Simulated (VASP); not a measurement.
Crystal: Ba.

```xyz
1
Lattice="-2.5065 2.5065 2.5065 2.5065 -2.5065 2.5065 2.5065 2.5065 -2.5065" Properties=species:S:1:pos:R:3 pbc="T T T"
Ba    0.0000    0.0000    0.0000
```

Base run:

- Program: VASP 6.6.1
- Functional: PBE
- Potentials or basis: VASP PAW PBE potentials, release 64 (Ba_sv)
- Cutoff: 520 eV
- k mesh: 8 × 8 × 8
- Occupations: gaussian, width 0.1 eV
- Spin: no spin polarisation

Its results: band gap on the k mesh none (metal or under the smearing width); pressure 0.0 GPa.

**Question.** The run is repeated on the same cell with these changes: functional from PBE to RPBE; further incar settings from ALGO = Normal; EDIFF = 1e-06; NBANDS = 11 to ALGO = Normal; EDIFF = 1e-07; NBANDS = 11. What comes out?

**Answer.** Band gap on the k mesh none (metal or under the smearing width); pressure 0.7 GPa.

Caveats: the PAW data sets were made with another functional, which shifts forces and pressure a little (some runs).

Not every run made on this cell is shown here.
